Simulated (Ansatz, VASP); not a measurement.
## Two plane-wave programs on Ge

```
CELL_PARAMETERS angstrom
4.20986 -0.06569 -0.45192
-1.25083 3.02255 0.57674
-2.14371 0.26417 3.67085
ATOMIC_POSITIONS crystal
Ge 0.10360 0.35935 0.25233
Ge 0.47624 0.73748 0.87198
```

Alike in both runs: functional PBE; k mesh 6 × 4 × 4; occupations gaussian, width 0.1 eV; no spin polarisation.

Ansatz relaxed the structure, and its values are those at the end. VASP's run is a single point on that final structure, the one shown.

|  | VASP | Ansatz |
| --- | --- | --- |
| version | VASP 6.6.1 | Ansatz 0.2.0 |
| potentials or method | VASP PAW PBE potentials, release 64 (Ge_d) | scalar-relativistic, plane waves, PAW |
| plane-wave cutoff (eV) | 520 | 420 |
| valence electrons in the cell | 28 | 28 |

```csv
,VASP,Ansatz,Ansatz less VASP
gap on the k mesh at the Fermi level (eV),none,none,-
pressure (GPa),-0.2,-0.1,+0.14
```

A gap of «none» marks a metal or a gap that the smearing closes. With one functional, cell and mesh, what is left measures potentials, basis and numerics.

Caveats: the k mesh is coarse (spacing up to 0.53 Å⁻¹), so the values aren't converged.
